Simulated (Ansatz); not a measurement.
## HgTe under changes of volume

One of the cells (28.929 Å³/atom); the others are scaled copies at fixed shape and fractional positions:

```
Hg Te
1.0
    -3.04560    3.04560    1.55941
     3.04560   -3.04560    1.55941
     3.04560    3.04560   -1.55941
Hg Te
1 1
Cartesian
  0.0000 3.0456 0.7797
  0.0000 0.0000 0.0000
```

Measurements of this composition are mostly on another form, of space group No. 216.

| Item | Value |
| --- | --- |
| Program | Ansatz 0.2.0 |
| Functional | PBE0 |
| Potentials or basis | Ansatz PAW |
| Cutoff | 420 eV (not typed: the program's choice for these potentials) |
| k mesh | 6 × 6 × 6 |
| Occupations | fermi-dirac, width 0.05 eV |
| Spin | no spin polarisation |

```tsv
volume (Å³/atom)	energy over the lowest point (meV/atom)	pressure (GPa)
27.193	1.78	1.1
27.772	0.00	0.0
28.351	1.98	-1.0
28.929	?	?
29.508	17.06	-2.5
30.086	27.32	-3.1
30.665	35.88	-3.5
```

Q: What does the run at 28.929 Å³/atom give?

A: Energy over the lowest point 9.30 meV/atom; pressure -1.8 GPa.

Worked out: A Birch-Murnaghan fit of order 3 (a polynomial in V^(-2/3)) to the other rows has its minimum at 27.72 Å³/atom with B0 = V·E''(V) = 73 GPa (rough, since the energies scatter) at fixed shape and positions, which overstates the stiffness. It gives 8.79 meV/atom at 28.929 Å³/atom, against the run's 9.30, and -dE/dV = -2.1 GPa, against -1.8.

Energies are extrapolated to zero smearing.

Caveats: all runs use coarse meshes; the PAW data sets come from PBE, with cores solved anew for the run's functional, which leaves a small shift of forces and pressure; the thresholds are loose for stress.
